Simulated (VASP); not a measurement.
Input of a VASP 6.6.1 run:

INCAR

```
  ALGO = Fast
  EDIFF = 1E-7
  ENCUT = 520
  GGA = PS
  ISIF = 2
  ISMEAR = 0
  LASPH = True
  LCHARG = False
  LREAL = False
  LWAVE = False
  NBANDS = 24
  NELM = 60
  PREC = Accurate
  SIGMA = 0.05
```

The input KPOINTS:

```
k-points
0
Gamma
  9 9 4
```

The input POSCAR:

```
SrO
1.0
    3.2557369077      0.0000000000      0.0000000000
   -1.6278684539      2.8195508701      0.0000000000
    0.0000000000      0.0000000000      7.4056696717
Sr O
2 2
Direct
    0.3333333333      0.6666666667      0.2500000000
    0.6666666667      0.3333333333      0.7500000000
    0.0000000000      0.0000000000      0.0000000000
    0.0000000000      0.0000000000      0.5000000000
```

Potentials or basis: VASP PAW PBE potentials, release 64 (Sr_sv, O).

The run is started by

```console
$ cat potpaw_PBE.64/Sr_sv/POTCAR potpaw_PBE.64/O/POTCAR > POTCAR
$ mpirun -np 1 vasp_std > vasp.out
```

Problem. Estimate the pressure.

Solution. -4.9 GPa.

Problem. What does it give for the band gap on the k mesh?

Solution. 1.46 eV, direct.

Stress tensor (GPa, compression positive):
```
 14.61   0.00   0.00
  0.00  14.61   0.00
  0.00   0.00 -44.00
```

Caveat: the PAW data sets were made with another functional, which shifts forces and pressure a little; an odd mesh through Γ misses points on the zone boundary, where band edges often lie.
